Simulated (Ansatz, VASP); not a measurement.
**Two plane-wave programs on BN**

```
B N
1.0
     0.00000    1.83277    1.83277
     1.83277    0.00000    1.83277
     1.83277    1.83277    0.00000
B N
1 1
Direct
  0.00000 0.00000 0.00000
  0.50000 0.50000 0.50000
```

Change from the starting cell: hydrostatic strain +5.0%.

Alike in both runs: task single point; functional PBE; k mesh 12 × 12 × 12; occupations fermi-dirac, width 0.02 eV; no spin polarisation.

|  | VASP | Ansatz |
| --- | --- | --- |
| version | VASP 6.6.1 | Ansatz 0.2.0 |
| potentials or method | VASP PAW PBE potentials, release 64 (B, N) | plane waves, PAW |
| plane-wave cutoff (eV) | 520 | 420 |
| valence electrons in the cell | 8 | 8 |

Ansatz gave:

| Item | Value |
| --- | --- |
| pressure (GPa) | -39.4 |

Problem. Which values does VASP return?

Solution. Pressure (GPa): -39.6.

Caveats: the cell as given lies far from equilibrium; so large a pressure means that the cell lies far from this level's equilibrium, or that cutoff or potentials fall short (VASP). A k mesh can miss the band edges.
